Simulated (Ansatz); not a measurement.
## VGe2N4 monolayer in a perpendicular field

What dipole does a perpendicular field induce in the VGe2N4 monolayer, and does the gap follow? A positive field points along +c.

Method: plane-wave DFT, PBE-D3(BJ), Ansatz PAW, in Ansatz 0.2.0.

This is a report of a sequence of runs, with most program output left out.

## 1. The structure

The cell holds 7 atoms: 4 N, 2 Ge and 1 V. Cell: a = 3.020 Å, b = 3.020 Å, c = 45.176 Å, α = 90.0°, β = 90.0°, γ = 120.0°. Vacuum lies along c.

Structure file:

```cif
data_structure
_symmetry_space_group_name_H-M 'P 1'
_symmetry_Int_Tables_number 1
_cell_length_a 3.0200
_cell_length_b 3.0200
_cell_length_c 45.1758
_cell_angle_alpha 90.000
_cell_angle_beta 90.000
_cell_angle_gamma 120.000
_cell_volume 356.82
loop_
_atom_site_label
_atom_site_type_symbol
_atom_site_fract_x
_atom_site_fract_y
_atom_site_fract_z
_atom_site_occupancy
N1 N 0.00000 0.00000 0.42169 1
Ge2 Ge 0.33333 0.66667 0.43470 1
N3 N 0.33333 0.66667 0.47543 1
V4 V 0.00000 0.00000 0.50000 1
N5 N 0.33333 0.66667 0.52457 1
Ge6 Ge 0.33333 0.66667 0.56530 1
N7 N 0.00000 0.00000 0.57831 1
```

## 2. Relaxing the slab

The starting cell is a guess, so the in-plane lattice and the atoms are relaxed first, with the slab cut off from its images along the normal.

Contents of input.yaml:

```yaml
crystal:
  lattice:
    - [3.02, 0.0, 0.0]
    - [-1.51, 2.6153967194, 0.0]
    - [0.0, 0.0, 45.1757585684]
  atoms:
    - { symbol: "N", position: [0.0, 0.0, 0.4216863336] }
    - { symbol: Ge, position: [0.3333333333, 0.6666666667, 0.4346969425] }
    - { symbol: "N", position: [0.3333333333, 0.6666666667, 0.4754267511] }
    - { symbol: V, position: [0.0, 0.0, 0.5], spin: 1.0 }
    - { symbol: "N", position: [0.3333333333, 0.6666666667, 0.5245732489] }
    - { symbol: Ge, position: [0.3333333333, 0.6666666667, 0.5653030575] }
    - { symbol: "N", position: [0.0, 0.0, 0.5783136664] }
  periodic: [true, true, false]
magnetization:
  spin_polarized: true
kpoints:
  mp_grid: { grid: [12, 12, 1] }
hamiltonian:
  xc: pbe
  dispersion: d3bj
scf:
  occupations: { method: fermi_dirac, width: 0.05 }
  convergence: { dr2_threshold: 1.0e-09 }
relax:
  f_tol: 0.004
  max_steps: 90
  cell: {}
output:
  write_potential: true
  write_density: true
  volumetric_format: npy
```

Started as:

```
ansatz run input.yaml --threads 4 --pin off --max-ram 6144MiB --backend cpu --events-out ev --progress --plain --runs-dir out
```

Elapsed: 2.7 min, on 4 threads of Arm Neoverse V1, shared host; peak memory 0.96 GiB.

The steps of the relaxation:

| step | energy less that of the first step (eV) | largest force component (eV/Å) | volume (Å³) |
| --- | --- | --- | --- |
| 1 | 0.0000 | 0.5269 | 356.82 |
| 2 | -0.0957 | 0.6595 | 347.11 |
| 3 | -0.1057 | 0.2698 | 348.49 |
| 4 | -0.1078 | 0.0113 | 348.60 |
| 5 | -0.1079 | 0.0133 | 348.56 |
| 6 | -0.1079 | 0.0004 | 348.55 |
| 7* | -0.1029 | 0.0009 | 348.55 |
| 8 | -0.1030 | 0.0010 | 348.41 |
| 9* | -0.1030 | 0.0010 | 348.41 |

Relaxation steps marked * repeat the geometry before them on a plane-wave basis chosen anew for their cell, so energy and pressure can jump there. Relaxation step 5 was tried and not accepted.

The run keeps the 12 symmetry operations that it works with, so distortions that break them were not tested.

| cell as run | before | after | change |
| --- | --- | --- | --- |
| a (Å) | 3.020 | 2.984 | -1.2 % |
| b (Å) | 3.020 | 2.984 | -1.2 % |

The atoms that moved most (Å, along periodic axes as changes of fractional coordinates times the final cell, across vacuum about the mean position):

| atom | dx | dy | dz | length |
| --- | --- | --- | --- | --- |
| N7 | 0.000 | 0.000 | 0.122 | 0.122 |
| N1 | 0.000 | 0.000 | -0.122 | 0.122 |
| Ge6 | 0.000 | 0.000 | 0.060 | 0.060 |
| Ge2 | 0.000 | 0.000 | -0.060 | 0.060 |
| N5 | 0.000 | 0.000 | 0.022 | 0.022 |
| N3 | 0.000 | 0.000 | -0.022 | 0.022 |

Final coordinates:

```xyz
7
Lattice="2.9842 0.0000 0.0000 -1.4921 2.5844 0.0000 0.0000 0.0000 45.1758" Properties=species:S:1:pos:R:3
N     0.0000    0.0000   18.9281
Ge    0.0000    1.7229   19.5780
N     0.0000    1.7229   21.4555
V     0.0000    0.0000   22.5879
N     0.0000    1.7229   23.7203
Ge    0.0000    1.7229   25.5978
N     0.0000    0.0000   26.2477
```

This step gave:

| Quantity | Value |
| --- | --- |
| energy at zero smearing | -13041.4488 eV |
| total moment | 0.9666 μB |
| site moments | 0.003018, 0.002893, -0.04808, 0.7567, -0.04808, 0.002893, 0.003018 μB |

Site moment by atom:

| atom | site moment (μB) |
| --- | --- |
| N1 | 0.003 |
| Ge2 | 0.003 |
| N3 | -0.048 |
| V4 | 0.757 |
| N5 | -0.048 |
| Ge6 | 0.003 |
| N7 | 0.003 |

The lattice constant a goes from 3.020 to 2.984 Å.

## 3. Atoms held, field 0

A sawtooth potential applies the field, turning back in the middle of the vacuum. With the dipole correction the typed value is the field outside the slab. The induced dipole is small, so the SCF threshold is tight.

The cell differs from the one that the last finished run ended in (c 45.176 → 25.320 Å).

Contents of input.yaml:

```yaml
crystal:
  lattice:
    - [2.9841861693, 0.0, 0.0]
    - [-1.4920930847, 2.5843810322, 0.0]
    - [0.0, 0.0, 25.3196034492]
  atoms:
    - { symbol: "N", position: [0.0, 0.0, 0.355455804] }
    - { symbol: Ge, position: [0.3333333333, 0.6666666667, 0.3811232178] }
    - { symbol: "N", position: [0.3333333333, 0.6666666667, 0.4552747231], spin: -0.05 }
    - { symbol: V, position: [0.0, 0.0, 0.5], spin: 0.76 }
    - { symbol: "N", position: [0.3333333333, 0.6666666667, 0.5447252769], spin: -0.05 }
    - { symbol: Ge, position: [0.3333333333, 0.6666666667, 0.6188767822] }
    - { symbol: "N", position: [0.0, 0.0, 0.644544196] }
magnetization:
  spin_polarized: true
kpoints:
  mp_grid: { grid: [18, 18, 1] }
  band_path:
    path: [[0, 0, 0], [0.5, 0, 0], [0.33333333, 0.33333333, 0], [0, 0, 0]]
    npoints: 16
hamiltonian:
  xc: pbe
  dispersion: d3bj
scf:
  occupations: { method: fermi_dirac, width: 0.02585 }
  convergence: { dr2_threshold: 1.0e-10 }
efield:
  axis: 3
  dipole_correction: true
  ramp_position: 0.97
  ramp_width: 0.06
  amplitude: 0
output:
  dos: { projected: true, e_range: [-6, 5] }
  bader: true
  write_potential: true
  write_density: true
  volumetric_format: npy
  elf: true
```

Wall time 55 s (4 threads); peak memory 0.9 GiB.

This step gave:

- energy at zero smearing: -13041.4512 eV
- total moment: 0.9967 μB
- site moments: 0.003806, 0.003061, -0.04916, 0.7783, -0.04916, 0.003061, 0.003806 μB
- dipole along the normal: -1.70e-7 e·Å
- gap along the path: 0.2021 eV
- ionisation energy, upper face: 5.883 eV
- electron affinity, upper face: 5.681 eV
- gap, the smaller of path and mesh: 0.2021 eV

Running mean over a fixed 2.7 Å (it still follows the layers) of the planar mean; the ramp of the sawtooth is left out. Table of electron's electrostatic potential energy less the Fermi level by z:

z (Å), electron's electrostatic potential energy less the Fermi level (eV) and a bar from the least value:
```
        4       5.81 ##############################
        5       5.81 ##############################
        6       5.79 ##############################
        7       5.39 #############################
        8      -0.36 #################
        9      -6.99 ###
       10      -8.55 
       11      -6.43 #####
       12      -7.59 ##
       13      -8.62 
       14      -6.28 #####
       15      -8.19 #
       16      -7.87 ##
       17      -2.92 ############
       18       4.53 ###########################
       19       5.77 ##############################
       20       5.81 ##############################
       21       5.81 ##############################
       22       5.81 ##############################
```

The density of states has structure finer than the step of the table below, so its rows give means over 0.25 eV, whole bins alone (the curve runs from -6 to 2.11 eV). Peaks (eV: height): total -5.150: 7.67, -4.700: 9.95, -2.970: 10.3, -2.800: 8.36, -2.220: 7.74, -0.980: 11.2, 0.150: 8.94; up -5.170: 4.38, -4.700: 6.00, -3.300: 3.05, -2.970: 7.57, -2.250: 4.76, -0.980: 11.2, 1.580: 3.55; down -5.150: 5.38, -4.680: 5.42, -2.800: 5.29, -2.610: 4.14, -2.310: 4.16, -2.200: 6.17, 0.150: 8.94.

Table of density of states by energy, zero at the Fermi level of the run, which the smearing sets inside the gap; means over each step; values in states/eV a cell:

| energy (eV) | total | up | down |
| --- | --- | --- | --- |
| -5.75 | 3.45 | 1.77 | 1.68 |
| -5.50 | 2.09 | 0.969 | 1.12 |
| -5.25 | 3.83 | 2.03 | 1.80 |
| -5.00 | 3.32 | 1.70 | 1.63 |
| -4.75 | 6.28 | 3.23 | 3.05 |
| -4.50 | 3.67 | 1.66 | 2.01 |
| -4.25 | 2.33 | 1.21 | 1.12 |
| -4.00 | 3.50 | 1.84 | 1.66 |
| -3.75 | 3.17 | 1.59 | 1.57 |
| -3.50 | 3.11 | 1.61 | 1.50 |
| -3.25 | 3.66 | 1.87 | 1.79 |
| -3.00 | 6.45 | 3.60 | 2.85 |
| -2.75 | 5.93 | 2.79 | 3.13 |
| -2.50 | 5.90 | 2.91 | 2.98 |
| -2.25 | 6.03 | 2.84 | 3.19 |
| -2.00 | 3.72 | 1.74 | 1.98 |
| -1.75 | 2.37 | 1.10 | 1.27 |
| -1.50 | 1.06 | 0.501 | 0.554 |
| -1.25 | 1.22 | 0.460 | 0.764 |
| -1.00 | 2.48 | 2.48 | 0 |
| -0.75 | 1.08 | 1.08 | 0 |
| -0.50 | 0.341 | 0.341 | 0 |
| -0.25 | 0.290 | 0.290 | 0 |
| 0.00 | 0.210 | 0.120 | 0.0894 |
| 0.25 | 2.57 | 0.180 | 2.39 |
| 0.50 | 0.758 | 0.346 | 0.412 |
| 0.75 | 0.806 | 0.515 | 0.290 |
| 1.00 | 1.18 | 0.752 | 0.430 |
| 1.25 | 1.07 | 1.07 | 0 |
| 1.50 | 2.15 | 2.15 | 0 |
| 1.75 | 2.27 | 1.89 | 0.386 |

Projected DOS per atom over height of the atomic layer and energy from the Fermi level. Layers: N Ge N V N Ge N from below.

Ten even steps from '_' (0.00 states/eV) to '@' (1.87 states/eV), each cell a mean:
```
____..@@..____
____..%%..____
______==______
______--______
______==______
______%%______
______..______
______--______
______##______
..__..__..__..
--__::__::__--
++__++--++__++
==__%%==%%__==
++__##++##__++
--__==--==__--
::__------__::
--..------..--
--..........--
++::++--++::++
--..==::==..--
....::..::....
::..--..--..::
```
Columns: height of the atomic layer (Å) from 9 to 16.3 (not evenly spaced); rows upwards: energy from the Fermi level (eV) from -5.96 to 2.05.

Projected DOS per atom, spin up over height of the atomic layer and energy from the Fermi level. Layers: N Ge N V N Ge N from below.

Ten even steps from '0' (0.00 states/eV) to '9' (1.45 states/eV), each cell a mean:
```
0016100
0019100
0005000
0003000
0001000
0000000
0001000
0004000
0009000
0010100
2010102
3022203
3043403
3043403
2022202
1022201
2022202
2001002
3132313
2122212
1010101
1121211
```
Columns: height of the atomic layer (Å) from 9 to 16.3 (not evenly spaced); rows upwards: energy from the Fermi level (eV) from -5.96 to 2.05.

Projected DOS per atom, spin down over height of the atomic layer and energy from the Fermi level. Layers: N Ge N V N Ge N from below.

Ten even steps from '0' (0.00 states/eV) to '9' (1.43 states/eV), each cell a mean:
```
0006000
0000000
0000000
0001000
0003000
0009000
0000000
0000000
0000000
1010101
2010102
3032303
3053503
3043403
2021202
1021201
2021202
2010102
3132313
2121212
1010101
1120211
```
Columns: height of the atomic layer (Å) from 9 to 16.3 (not evenly spaced); rows upwards: energy from the Fermi level (eV) from -5.96 to 2.05.

Deep bands are left out, so band numbers here count from the lowest band kept and differ from the log's. The electronic bands at the labelled points (eV, zero at the Fermi level of the run, which the smearing sets inside the gap; # counts the bands kept):

| point | up #12 | up #13 | up #14 | up #15 | down #10 | down #12 | down #13 | down #14 |
| --- | --- | --- | --- | --- | --- | --- | --- | --- |
| Γ | -1.40 | -0.09 | 2.25 | 2.25 | -1.87 | -1.41 | 0.94 | 2.54 |
| halfway | -1.56 | -0.72 | 1.65 | 1.83 | -2.62 | -1.55 | 0.48 | 2.37 |
| M | -2.09 | -0.96 | 1.06 | 1.16 | -2.40 | -2.06 | 0.14 | 2.04 |
| halfway | -1.93 | -0.84 | 0.60 | 1.56 | -2.87 | -1.91 | 0.16 | 1.91 |
| K | -1.62 | -0.58 | 0.16 | 1.87 | -3.31 | -1.63 | 0.28 | 1.67 |
| halfway | -1.66 | -0.88 | 1.54 | 1.68 | -2.54 | -1.64 | 0.32 | 2.31 |
| Γ | -1.40 | -0.09 | 2.25 | 2.25 | -1.87 | -1.41 | 0.94 | 2.54 |

Spin density in the ca plane at fractional y = 0.667, with atoms of Ge and N within 0.2 Å of it.

Ten even steps from '0' (-5.88 × 1e-2 e/Å³) to '9' (9.98 × 1e-2 e/Å³), each cell a mean:
```
33333333333333333333444896443333333333333333
33333333333333333333445896443333333333333333
33333333333333333333334674333333333333333333
33333333333333333333213443213333333333333333
33333333333333333443202332003443333333333333
33333333333333333444202332003443333333333333
33333333333333333333213443213333333333333333
33333333333333333333334664333333333333333333
```
Columns run along c (16.0 Å, from fractional 0.16 to 0.79 of the cell), rows up along a (3.0 Å). Atoms in or near the plane, at fractional coordinates: Ge at (0.38, 0.33), N at (0.46, 0.33), N at (0.54, 0.33), Ge at (0.62, 0.33).

Valence density in the ca plane at fractional y = 0.667, with atoms of Ge and N within 0.2 Å of it. It is the smooth field of the valence electrons, not physical close to the nuclei.

Ten steps, logarithmic in the rise over the least value, from '0' (0 e/Å³) to '9' (35 e/Å³), each cell a mean:
```
00000000000011211000011111100001121100000000
00000000000011211000001111100001121100000000
00000000000001221101111111111111221100000000
00000000000001344212332112332223531100000000
00000000000001598423453213454337972000000000
00000000000001599423453213454337973100000000
00000000000001355222343112343224542000000000
00000000000001221111121111221111221100000000
```
Columns run along c (16.0 Å, from fractional 0.16 to 0.79 of the cell), rows up along a (3.0 Å). Atoms in or near the plane, at fractional coordinates: Ge at (0.38, 0.33), N at (0.46, 0.33), N at (0.54, 0.33), Ge at (0.62, 0.33).

ELF in the ca plane at fractional y = 0.667, with atoms of Ge and N within 0.2 Å of it. It is the smooth field of the valence electrons, not physical close to the nuclei.

Ten even steps from '0' (0.00) to '9' (0.81), each cell a mean:
```
00000000013577764201221121121013578764100000
00000000013578764201221121121013678764200000
00000000001356653224774113675323456642000000
00000000000123322358999327999742233310000000
00000000000012100279559438748841002210000000
00000000000012100279448538638940002210000000
00000000000123311369999427999742123210000000
00000000001356543235785113786423456532000000
```
Columns run along c (16.0 Å, from fractional 0.16 to 0.79 of the cell), rows up along a (3.0 Å). Atoms in or near the plane, at fractional coordinates: Ge at (0.38, 0.33), N at (0.46, 0.33), N at (0.54, 0.33), Ge at (0.62, 0.33).

The gap is 0.20 eV, with the valence edge 5.88 eV and the conduction edge 5.68 eV under the upper vacuum level.

## 4. Single point, field 0.1 V/Å

input.yaml, as its differences from that of step 3:

```diff
@@ -29,8 +29,6 @@
   dipole_correction: true
-  ramp_position: 0.97
-  ramp_width: 0.06
-  amplitude: 0
+  ramp_position: 0.9372
+  ramp_width: 0.1256
+  amplitude: 0.1
 output:
-  dos: { projected: true, e_range: [-6, 5] }
-  bader: true
   write_potential: true
@@ -38,2 +36 @@
   volumetric_format: npy
-  elf: true
```

The job ended after 39 s (4 threads; peak memory 0.9 GiB; 2.5 min of CPU time).

The dipole is 0.0353 e·Å, and the gap 0.202 eV.

## 5. Single point, field -0.1 V/Å

input.yaml, as its differences from that of step 4:

```diff
@@ -31,3 +31,3 @@
   ramp_width: 0.1256
-  amplitude: 0.1
+  amplitude: -0.1
 output:
```

Wall time 39 s (4 threads); peak memory 0.9 GiB; 2.5 min of CPU time.

The dipole is -0.0353 e·Å, and the gap 0.202 eV.

## 6. Atoms held, field 0.2 V/Å

input.yaml, as its differences from that of step 5:

```diff
@@ -31,3 +31,3 @@
   ramp_width: 0.1256
-  amplitude: -0.1
+  amplitude: 0.2
 output:
```

It took 41 s on 4 threads; peak memory 0.89 GiB.

The dipole is 0.0706 e·Å, and the gap 0.202 eV.

## 7. Atoms held, field -0.2 V/Å

input.yaml, as its differences from that of step 6:

```diff
@@ -31,3 +31,3 @@
   ramp_width: 0.1256
-  amplitude: 0.2
+  amplitude: -0.2
 output:
```

Elapsed: 39 s, on 4 threads; peak memory 0.9 GiB; 2.5 min of CPU time.

The dipole is -0.0707 e·Å, and the gap 0.202 eV.

## 8. Single point, field 0.35 V/Å

input.yaml, as its differences from that of step 7:

```diff
@@ -29,6 +29,8 @@
   dipole_correction: true
-  ramp_position: 0.9372
-  ramp_width: 0.1256
-  amplitude: -0.2
+  ramp_position: 0.9141
+  ramp_width: 0.1719
+  amplitude: 0.35
 output:
+  dos: { projected: true, e_range: [-6, 5] }
+  bader: true
   write_potential: true
@@ -36 +38,2 @@
   volumetric_format: npy
+  elf: true
```

Run time: 56 s. Hardware: 4 threads; peak memory 0.9 GiB.

The dipole is 0.124 e·Å, and the gap 0.200 eV.

## 9. Response, atoms held

This step: plane-wave DFT, PBE-D3(BJ), Ansatz PAW; response to a field along the normal, atoms held (Ansatz 0.2.0).

The dipoles give the slope, and the difference of two potentials shows where the field is screened.

Numbers from this step:

- equivalent conductor thickness p/(ε₀AE): 8.288 Å
- distance between the outer atoms: 7.320 Å

Dipole of the cell against applied field:

| applied field (V/Å) | dipole of the cell (e·Å) |
| --- | --- |
| -0.200 | -0.0707 |
| -0.100 | -0.0353 |
| 0.000 | -1.7e-7 |
| 0.100 | 0.0353 |
| 0.200 | 0.0706 |
| 0.350 | 0.124 |

The total moment stays at 0.997 μB for applied field from -0.2 to 0.35 V/Å.

Local field over the applied field, running mean. From the potentials at -0.1 and 0.1 V/Å; running mean over 2.5 Å. Table of local field over applied field by z:

| z (Å) | local field over applied field |
| --- | --- |
| 5 | 0.999 |
| 6 | 0.985 |
| 7 | 0.878 |
| 8 | 0.577 |
| 9 | 0.261 |
| 10 | 0.135 |
| 11 | 0.111 |
| 12 | 0.0674 |
| 13 | 0.0530 |
| 14 | 0.103 |
| 15 | 0.126 |
| 16 | 0.199 |
| 17 | 0.463 |
| 18 | 0.797 |
| 19 | 0.969 |
| 20 | 0.997 |
| 21 | 1.000 |

The induced electron density oscillates, so the rows of the table below give means over windows of 0.5 Å about each position, cut where the curve ends. Its maxima inside the range that stand out by 2 % of the span (Å: e/Å³ per V/Å): 8.30: 0.00384, 9.28: 0.00170, 10.69: 0.00105, 11.53: 0.00174, 13.08: 8.6e-4, 14.07: 2.3e-4, 15.47: 0.00186, 16.46: -6.4e-4. Its minima: 8.86: 6.4e-4, 9.85: -0.00186, 11.25: -2.3e-4, 12.24: -8.6e-4, 13.79: -0.00174, 14.63: -0.00105, 16.04: -0.00170, 17.02: -0.00384.

Electrons, planar mean, per unit field. The induced electron density by z; means over each step:

| z (Å) | induced electron density (e/Å³ per V/Å) |
| --- | --- |
| 4.5 | 1.5e-6 |
| 5.0 | 5.6e-6 |
| 5.5 | 2.0e-5 |
| 6.0 | 6.9e-5 |
| 6.5 | 2.2e-4 |
| 7.0 | 6.5e-4 |
| 7.5 | 0.00168 |
| 8.0 | 0.00331 |
| 8.5 | 0.00287 |
| 9.0 | 0.00113 |
| 9.5 | 2.1e-4 |
| 10.0 | -0.00136 |
| 10.5 | 6.3e-4 |
| 11.0 | 3.1e-4 |
| 11.5 | 0.00103 |
| 12.0 | -1.9e-4 |
| 12.5 | -3.5e-4 |
| 13.0 | 6.3e-4 |
| 13.5 | -6.0e-4 |
| 14.0 | -4.8e-4 |
| 14.5 | -7.1e-4 |
| 15.0 | 4.6e-5 |
| 15.5 | 0.00139 |
| 16.0 | -0.00109 |
| 16.5 | -0.00129 |
| 17.0 | -0.00353 |
| 17.5 | -0.00275 |
| 18.0 | -0.00122 |
| 18.5 | -4.4e-4 |
| 19.0 | -1.5e-4 |
| 19.5 | -4.4e-5 |
| 20.0 | -1.3e-5 |
| 20.5 | -3.5e-6 |
| 21.0 | -9.9e-7 |

By hand: between -0.1 and 0.1 V/Å the dipole changes by 0.07064 e·Å, a slope of 0.3532 e·Å²/V. A perfect conductor of thickness t has p = ε₀AEt, so t = 180.95 × 0.3532 / 7.712 = 8.29 Å (e/ε₀ = 180.95 V·Å, A in Å²).

The induced dipole is that of a conductor 8.29 Å thick.

## 10. Field on, atoms free, field 0.1 V/Å

This step: plane-wave DFT, PBE-D3(BJ), Ansatz PAW (Ansatz 0.2.0).

Now the atoms may follow the field. A weak field makes forces of meV/Å to tens of meV/Å, so the force tolerance is set well below the usual one.

input.yaml, the sections that differ from step 8:

```yaml
kpoints:
  mp_grid: { grid: [12, 12, 1] }
efield:
  axis: 3
  dipole_correction: true
  ramp_position: 0.9372
  ramp_width: 0.1256
  amplitude: 0.1
relax:
  f_tol: 0.001
  max_steps: 60
output:
  write_potential: true
  write_density: true
  volumetric_format: npy
# crystal, magnetization, hamiltonian, scf: as in step 8
```

Elapsed: 38 s, on 4 threads; peak memory 0.65 GiB.

Hardly anything moved in the relaxation; the energy changed by under 0.2 meV an atom.

This step gave:

```yaml
energy_at_zero_smearing: -13041.4531 eV
total_moment: 0.9967 μB
site_moments: 0.003671, 0.003034, -0.04949, 0.7785, -0.04903, 0.003084, 0.003896 μB
dipole_along_the_normal: 0.03735 e·Å
```

The relaxation took 4 steps and lowered the energy by 1.2e-4 eV; the largest force on the free atoms ends at 9.2e-4 eV/Å.

The dipole is 0.0373 e·Å, and the gap on the mesh 0.222 eV.

[end of part 1 of 2]

[Logs are printed without paths, hosts, clocks, repeated set-up lines and the standing remarks that a program may print on its own settings, such as how far it seeks lower states.]

[Hosts, paths, dates, database ids (printed as entryN), source tags and the programs' standing remarks are cut or masked in the printed files.]

[Maps of the electrostatic potential energy from Ansatz leave out the sawtooth potential of an applied field or a dipole correction, so their vacuum need not be flat; planar profiles and work functions include it.]

[The density of states shown here was stored with 400 of the rows of the run's finer table, so its peaks can read low, often by over a quarter, or be missed, and its means over a window can be off by a tenth or more.]
